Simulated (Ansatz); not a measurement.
## SnO under changes of volume

One of the cells (17.769 Å³/atom); the others are scaled copies at fixed shape and fractional positions:

```xyz
4
Lattice="3.8137 0.0000 0.0000 0.0000 3.8137 0.0000 0.0000 0.0000 4.8869" Properties=species:S:1:pos:R:3 pbc="T T T"
Sn    1.9068    0.0000    3.7367
Sn    0.0000    1.9068    1.1503
O     0.0000    0.0000    0.0000
O     1.9068    1.9068    0.0000
```

The cell is a database's computed one.

| Property | Result |
| --- | --- |
| Program | Ansatz 0.2.0 |
| Functional | PBE |
| Potentials or basis | Ansatz PAW earlier set |
| Cutoff | 930 eV (not typed: the program's choice for these potentials) |
| k mesh | 7 × 7 × 6 |
| Occupations | fermi-dirac, width 0.05 eV |
| Spin | no spin polarisation |

```csv
volume (Å³/atom),energy over the lowest point (meV/atom),pressure (GPa),gap on the mesh (eV),largest force (eV/Å)
16.703,?,?,?,?
17.058,33.01,8.0,0.22,0.976
17.414,17.84,5.7,0.30,0.660
17.769,7.60,3.6,0.37,0.369
18.125,1.80,1.7,0.44,0.098
18.480,0.00,0.0,0.51,0.153
18.835,1.80,-1.6,0.57,0.387
```

Task: What does the run at 16.703 Å³/atom give?

Result: Energy over the lowest point 53.66 meV/atom; pressure 10.6 GPa; gap on the mesh 0.14 eV; largest force 1.319 eV/Å.

Worked out: A Birch-Murnaghan fit of order 3 (a polynomial in V^(-2/3)) to the other rows has its minimum at 18.47 Å³/atom with B0 = V·E''(V) = 85 GPa and B' = 4.3 at fixed shape and positions, which overstates the stiffness. It gives 53.60 meV/atom at 16.703 Å³/atom, against the run's 53.66, and -dE/dV = 10.6 GPa, against 10.6. A straight line through the other rows of the gap, of slope 3.53 eV per unit of ln V, extrapolates to 0.15 eV, against the run's 0.14.

Energies are extrapolated to zero smearing.

Caveats: odd divisions of the mesh miss points on the zone boundary, where band edges often lie, so the gap on the mesh can be too wide; spin-orbit coupling is left out, which moves the levels of the heavy elements; forces of over 1 eV/Å show positions far from the minimum, so gaps and moduli don't describe the material at rest (some runs).

A mesh can miss the band edges.
